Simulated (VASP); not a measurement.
# InAs (rvv) (F-43m) in VASP: notebook, part 2 of 2

VASP 6.6.1. The steps go on from the part before.

## (4) Single point, r2SCAN+rVV10

This run uses another cell than the first one, of 27.49 Å³/atom, 0.977 times its volume.

POSCAR reads:

```
InAs
1.0
    0.0000000000      3.0180000000      3.0180000000
    3.0180000000      0.0000000000      3.0180000000
    3.0180000000      3.0180000000      0.0000000000
In As
1 1
Direct
    0.0000000000      0.0000000000      0.0000000000
    0.2500000000      0.2500000000      0.2500000000
```

INCAR.step1 reads:

```
SYSTEM = InAs
PREC     = Accurate       ! precision mode
ENCUT    = 520            ! plane-wave cutoff, eV
ISMEAR   = 0              ! smearing method
SIGMA    = 0.1            ! smearing width, eV
LREAL    = .False.        ! projectors in reciprocal space
LASPH    = .True.         ! aspherical terms in the spheres
NELM     = 100            ! most SCF steps
NBANDS   = 16             ! bands
GGA      = PE             ! functional
ALGO     = Normal         ! electronic algorithm
EDIFF    = 1E-4           ! SCF threshold, eV
LWAVE    = .True.         ! write WAVECAR
LCHARG   = .False.        ! write CHGCAR
```

INCAR.step2 reads:

```
SYSTEM = InAs
PREC     = Accurate       ! precision mode
ENCUT    = 520            ! plane-wave cutoff, eV
EDIFF    = 1E-6           ! SCF threshold, eV
ISMEAR   = 0              ! smearing method
SIGMA    = 0.1            ! smearing width, eV
LREAL    = .False.        ! projectors in reciprocal space
LASPH    = .True.         ! aspherical terms in the spheres
NELM     = 100            ! most SCF steps
ALGO     = Normal         ! electronic algorithm
ISIF     = 2              ! what is computed and relaxed
LWAVE    = .False.        ! write WAVECAR
LCHARG   = .False.        ! write CHGCAR
METAGGA  = R2SCAN         ! meta-GGA
LMIXTAU  = .True.       
LUSE_VDW = .True.       
IVDW_NL  = 2            
BPARAM   = 11.95        
CPARAM   = 0.0093       
NBANDS   = 16             ! bands
ISTART   = 1
```

KPOINTS reads:

```
Automatic mesh
0
Gamma
  6 6 6
  0 0 0
```

Potentials or basis: VASP PAW PBE potentials, release 64 (In_d, As).

On the command line:

```
> cat potpaw_PBE.64/In_d/POTCAR potpaw_PBE.64/As/POTCAR > POTCAR
> cp INCAR.step1 INCAR
> mpirun -np 1 vasp_std > vasp.out
> cp INCAR.step2 INCAR
> mpirun -np 1 vasp_std > vasp.out
```

OUTCAR:

```text
SYSTEM = InAs
   PREC = Accurate
   ENCUT = 520
   EDIFF = 1E-6
   ISMEAR = 0
   LREAL = .False.
   LASPH = .True.
   NELM = 100
   ISIF = 2
   METAGGA = R2SCAN
   IVDW_NL = 2
   BPARAM = 11.95
   ISTART = 1

 ion  position               nearest neighbor table
   1  0.000  0.000  0.000-   2 2.61   2 2.61   2 2.61   2 2.61
   2  0.250  0.250  0.250-   1 2.61   1 2.61   1 2.61   1 2.61

  LATTYP: Found a face centered cubic cell.
 ALAT       =     6.0360000000

  Lattice vectors:

 A1 = (   0.0000000000,   3.0180000000,   3.0180000000)
 A2 = (   3.0180000000,   0.0000000000,   3.0180000000)
 A3 = (   3.0180000000,   3.0180000000,   0.0000000000)

Analysis of symmetry for initial positions (statically):
=====================================================================
 Subroutine PRICEL returns:
 Original cell was already a primitive cell.

 Routine SETGRP: Setting up the symmetry group for a
 face centered cubic supercell.

 Subroutine GETGRP returns: Found 24 space group operations
 (whereof 24 operations were pure point group operations)
 out of a pool of 48 trial point group operations.

The static configuration has the point symmetry T_d .

Analysis of symmetry for dynamics (positions and initial velocities):
=====================================================================
 Subroutine PRICEL returns:
 Original cell was already a primitive cell.

 Routine SETGRP: Setting up the symmetry group for a
 face centered cubic supercell.

 Subroutine GETGRP returns: Found 24 space group operations
 (whereof 24 operations were pure point group operations)
 out of a pool of 48 trial point group operations.

The dynamic configuration has the point symmetry T_d .

 Subroutine INISYM returns: Found 24 space group operations
 (whereof 24 operations are pure point group operations),
 and found     1 'primitive' translations

----------------------------------------------------------------------------------------

                                     Primitive cell

[... 102 lines left out ...]
  volume/ion in A,a.u.               =      27.49       185.50
  Fermi-wavevector in a.u.,A,eV,Ry     =   1.128331  2.132236 17.321990  1.273130
  Thomas-Fermi vector in A             =   2.265020
   LORBIT       =      0    0 simple, 1 ext, 2 COOP (PROOUT), +10 PAW based schemes
   METAGGA = R2SCAN    functional components
   LHFCALC =     F    Hartree Fock is set to
   AEXX    =    0.0000 exact exchange contribution
   IVDW_NL    =     2    kernel type
   BPARAM     =11.9500
   IVDW    =     0    specifies the selected vdW correction
   LEPSILON=     F    determine dielectric tensor
   LRPA    =     F    only Hartree local field effects (RPA)
 non-spin polarized calculation
 Gauss-broadening in eV      SIGMA  =   0.10
  energy-cutoff  :      520.00
  volume of cell :       54.98
 maximum number of plane-waves:      1492
   NGX = 15   NGY = 15   NGZ = 15

 number of electron      17.9999991 magnetization

 Free energy of the ion-electron system (eV)
  ---------------------------------------------------
  ext. energy  EPLUGINS =         0.00000000
  ---------------------------------------------------
  free energy    TOTEN  =       -37.51284692 eV

  energy without entropy =      -37.51267000  energy(sigma->0) =      -37.51275846

 E-fermi :   4.4689     XC(G=0):  -9.7433

 val. band max:        4.3244250361   @ k =   0.0000   0.0000   0.0000
 cond. band min:       4.5778485632   @ k =   0.0000   0.0000   0.0000
 fundamental gap:      0.2534235271
 Fermi energy:         4.4688635056

 k-point     1 :       0.0000    0.0000    0.0000
  band No.  band energies     occupation
      1     -10.5283      2.00000
      2     -10.5283      2.00000
      3     -10.5283      2.00000
      4     -10.3774      2.00000
      5     -10.3774      2.00000
      6      -8.0198      2.00000
[... 281 lines left out ...]
      3     -10.4431      2.00000
      4     -10.4024      2.00000
      5     -10.3624      2.00000
      6      -5.8323      2.00000
[... 8 lines left out ...]
     15      16.5996      0.00000
     16      16.8637      0.00000

------------------------ aborting loop because EDIFF is reached ----------------------------------------

  FORCE on cell =-STRESS in cart. coord.  units (eV):
  Direction    XX          YY          ZZ          XY          YZ          ZX
  --------------------------------------------------------------------------------------
  -------------------------------------------------------------------------------------
  Total        0.5435571      0.5435571      0.5435571      0.0000000      0.0000000      0.0000000
  in kB       15.8404709     15.8404709     15.8404709      0.0000000      0.0000000      0.0000000
  external PRESSURE =      15.8404709 kB  Pullay stress =       0.0000000 kB

 VOLUME and BASIS-vectors are now :
 -----------------------------------------------------------------------------
  energy-cutoff  :      520.00
  volume of cell :       54.98
      direct lattice vectors                 reciprocal lattice vectors
     0.000000000  3.018000000  3.018000000    -0.165672631  0.165672631  0.165672631
     3.018000000  0.000000000  3.018000000     0.165672631 -0.165672631  0.165672631
     3.018000000  3.018000000  0.000000000     0.165672631  0.165672631 -0.165672631

 POSITION                                       TOTAL-FORCE (eV/Angst)
 -----------------------------------------------------------------------------------
      0.00000      0.00000      0.00000        -0.000000     -0.000000     -0.000000
      1.50900      1.50900      1.50900         0.000000      0.000000      0.000000
 -----------------------------------------------------------------------------------
    total drift:                               -0.000004     -0.000004     -0.000004

  FREE ENERGIE OF THE ION-ELECTRON SYSTEM (eV)
  ---------------------------------------------------
  free  energy   TOTEN  =       -37.5128469203 eV

  energy  without entropy=      -37.5126700008  energy(sigma->0) =      -37.51275846
```

OUTCAR.step1:

```text
SYSTEM = InAs
   PREC = Accurate
   ENCUT = 520
   ISMEAR = 0
   LREAL = .False.
   LASPH = .True.
[... 514 lines left out ...]
      0.00000      0.00000      0.00000        -0.000000     -0.000000      0.000000
      1.50900      1.50900      1.50900         0.000000      0.000000     -0.000000
 -----------------------------------------------------------------------------------
    total drift:                               -0.000000     -0.000000     -0.000000

  FREE ENERGIE OF THE ION-ELECTRON SYSTEM (eV)
  ---------------------------------------------------
  free  energy   TOTEN  =        -7.6462726561 eV

  energy  without entropy=       -7.6455541730  energy(sigma->0) =       -7.64591341
```

Wall time 2.9 min (1 thread of AMD EPYC 7R43 (Zen 3), shared host); peak memory 0.28 GiB.

Results:

- Free energy: -37.5128 eV
- Pressure: 1.6 GPa
- Band gap on the k mesh: 0.25 eV, direct

Levels at points of the mesh, in eV from the valence-band top:
```
           k point  band 6  band 7  band 8  band 9  band 10  band 11  band 12  band 13
(0.00, 0.00, 0.00)  -12.34    0.00    0.00    0.00     0.25     4.25     4.25     4.25
(0.50, 0.00, 0.00)  -10.77   -5.93   -1.03   -1.03     1.30     5.02     5.02     7.20
(0.50, 0.50, 0.00)  -10.20   -5.97   -2.42   -2.42     1.75     2.31     9.82     9.97
```

Caveat: the PAW data sets were made with another functional, which shifts forces and pressure a little; spin-orbit coupling is left out, which moves the levels of the heavy elements.

## (5) Summary

| task | cell | k mesh | cutoff (eV) | smearing | gap on the mesh (eV) | pressure (GPa) |
| --- | --- | --- | --- | --- | --- | --- |
| single point | a = 4.301 Å, angles 60.0°, 2 atoms | 10 × 10 × 10 | 520 | gaussian 0.01 eV | 0.13 | 0.1 |
| relaxation of cell and atoms | relaxed from a = 4.268 Å, angles 60.0°, 2 atoms | 10 × 10 × 10 | 600 | gaussian 0.01 eV | 0.12 | 0.0 |
| single point | a = 4.268 Å, angles 60.0°, 2 atoms | 6 × 6 × 6 | 520 | gaussian 0.1 eV | 0.25 | 1.6 |

Alike in all rows: level r2SCAN+rVV10; potentials or basis VASP PAW PBE potentials, release 64 (In_d, As); no spin polarisation.

Caveats: the PAW data sets were made with another functional, which shifts forces and pressure a little; spin-orbit coupling is left out, which moves the levels of the heavy elements.

Absolute energies hang on the potentials; compare differences alone.

## (6) How close it comes

Step 2. A measured gap of InAs is 0.418 eV (direct; 4.2 K; a printed reference work, data compilation); the calculated 0.13 eV misses it by -0.29 eV. Spin-orbit coupling on As, In is left out. The value is that of r2SCAN+rVV10, without temperature or zero-point motion.

Step 4. Measured gap of InAs: 0.418 eV (direct; 4.2 K; a printed reference work, data compilation). This calculation gives 0.25 eV (-0.16 eV). Spin-orbit coupling on As, In is left out. The value is that of r2SCAN+rVV10, without temperature or zero-point motion.
